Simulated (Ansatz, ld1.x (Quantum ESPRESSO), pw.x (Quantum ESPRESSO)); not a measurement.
## osmium: does the TM potential hold in the solid?

ld1.x (Quantum ESPRESSO) 7.5 input, shortened:

```
&input
   title='Os', zed=76., rel=1, dft='PBE', iswitch=3,
   config='[Xe] 4f14 5d6 6s1.75 6p0.25'
 /
 &inputp
   pseudotype=2, tm=.true., lloc=-1, rcloc=2.30,
   nlcc=.true., rcore=1.25
 /
3
6S  1  0   1.75   0.00  2.50  2.50  0.0
6P  2  1   0.25   0.00  2.45  2.45  0.0
5D  3  2   6.00   0.00  1.55  1.55  0.0
 &test
   configts(1)='5d6 6s1.75 6p0.25'
 /
```

Crystal test: fcc Os in pw.x 7.5, no spin, 15³ k-points, Fermi–Dirac smearing 0.01 Ry, cutoffs 75/300 Ry. The reference is all-electron LAPW (Ansatz 0.2.0) with the same functional, mesh and smearing; V0 and B0 come from Birch–Murnaghan fits to the pressures at five volumes. Errors are pseudo minus all-electron; Δ is the rms difference of the E(V) curves that follow from these fits, minima aligned, over ±6 % about the mean V0. Mesh and smearing are coarse, so the numbers serve the comparison and aren't converged zero-temperature values; the lattice is a test structure that the element need not adopt.

All-electron: a0 = 3.856 Å (V0 = 14.34 Å³/atom), B0 = 387.2 GPa.

Problem. How far does the potential miss the all-electron equation of state?

Solution. mean pressure error (GPa): -6.77; a0 (Å): 3.834; a0 error (%): -0.58; B0 error (%): +2.8; Δ (meV/atom): 21.4. This is a poor potential for the solid. Note: ghost state, extra bound levels that the all-electron valence spectrum of the same l lacks: s at -4.1 eV. A true bound ghost makes a file unfit for plane-wave use. Atomic configuration tests: 2 of 7 tests not solved or not reliable. The logarithmic derivative shows an extra or strongly shifted pseudo pole above the reference energy (p near 1.12 Ry).

```json
{"V (Å³/atom)": "13.607", "P all-electron (GPa)": "22.98", "P pseudo (GPa)": "15.06"}
{"V (Å³/atom)": "13.965", "P all-electron (GPa)": "10.88", "P pseudo (GPa)": "3.62"}
{"V (Å³/atom)": "14.323", "P all-electron (GPa)": "0.41", "P pseudo (GPa)": "-6.32"}
{"V (Å³/atom)": "14.681", "P all-electron (GPa)": "-8.65", "P pseudo (GPa)": "-14.86"}
{"V (Å³/atom)": "15.039", "P all-electron (GPa)": "-16.48", "P pseudo (GPa)": "-22.22"}
```

Problem. At the middle volume, how do free energy and pressure move when the wave cutoff is lowered (ecutrho kept at four times it)?

Solution.

```json
{"cutoff (Ry)": "34", "shift of F (meV/atom)": "+92.6", "shift of P (GPa)": "-7.08"}
{"cutoff (Ry)": "45", "shift of F (meV/atom)": "+31.2", "shift of P (GPa)": "+0.28"}
{"cutoff (Ry)": "60", "shift of F (meV/atom)": "+9.7", "shift of P (GPa)": "-0.26"}
```

The run at the middle volume (120 k-points, 7 iterations) took about 15 s on one core of a shared host (Neoverse-V2, 96 threads, 742 GiB, load 36).
